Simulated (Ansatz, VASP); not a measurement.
**Ti in VASP and in Ansatz**

Contents of INCAR:

```
SYSTEM = Ti
PREC = Accurate
ENCUT = 520
EDIFF = 1E-6
ISMEAR = 0
SIGMA = 0.15
LREAL = .FALSE.
LASPH = .TRUE.
NELM = 100
ALGO = Fast
ISIF = 2
LWAVE = .FALSE.
LCHARG = .FALSE.
GGA = PS
NBANDS = 12
```

File KPOINTS:

```
Automatic mesh
0
G
  20 20 20
  0 0 0
```

Contents of POSCAR:

```
Ti
1.0
   -1.6637718523      1.6637718523      1.6049504194
    1.6637718523     -1.6637718523      1.6049504194
    1.5461289865      1.5461289865     -1.6049504194
Ti
1
Direct
    0.0000000000      0.0000000000      0.0000000000
```

Input for Ansatz:

```yaml
crystal:
  lattice:
    - [-1.6637718523, 1.6637718523, 1.6049504194]
    - [1.6637718523, -1.6637718523, 1.6049504194]
    - [1.5461289865, 1.5461289865, -1.6049504194]
  atoms:
    - { symbol: Ti, position: [0.0, 0.0, 0.0] }
basis:
  ecutwfc: 520.0
kpoints:
  mp_grid: { grid: [20, 20, 20] }
hamiltonian:
  xc: pbesol
  pseudopotentials: { kind: paw, azcp: { folder: soft_1 } }
scf:
  occupations: { method: gaussian, width: 0.15 }
output:
  forces: true
  stress: true
  eigenvalues: true
```

Change from the starting cell: engineering shear strain xy -0.0733, normal strain along z +0.0000.

Alike in both runs: task single point; functional PBEsol; k mesh 20 × 20 × 20; occupations gaussian, width 0.15 eV; no spin polarisation.

|  | VASP | Ansatz |
| --- | --- | --- |
| version | VASP 6.6.1 | Ansatz 0.2.0 |
| potentials or method | VASP PAW PBE potentials, release 64 (Ti_sv) | scalar-relativistic, plane waves, PAW |
| plane-wave cutoff (eV) | 520 | 520 |
| valence electrons in the cell | 12 | 12 |

Ansatz gave:

```
gap on the k mesh at the Fermi level (eV)       : none
pressure (GPa)                                  : 0.1
largest component of the traceless stress (GPa) : 2.63
```

Question: What did VASP give for the same quantities?

Answer: gap on the k mesh at the Fermi level (eV): none; pressure (GPa): -0.4; largest component of the traceless stress (GPa): 2.62.

A gap of «none» marks a metal or a gap that the smearing closes. Ansatz warned: «pseudo_functional_mismatch».

Caveats: the PAW data sets were made with another functional, which shifts forces and pressure a little (VASP).
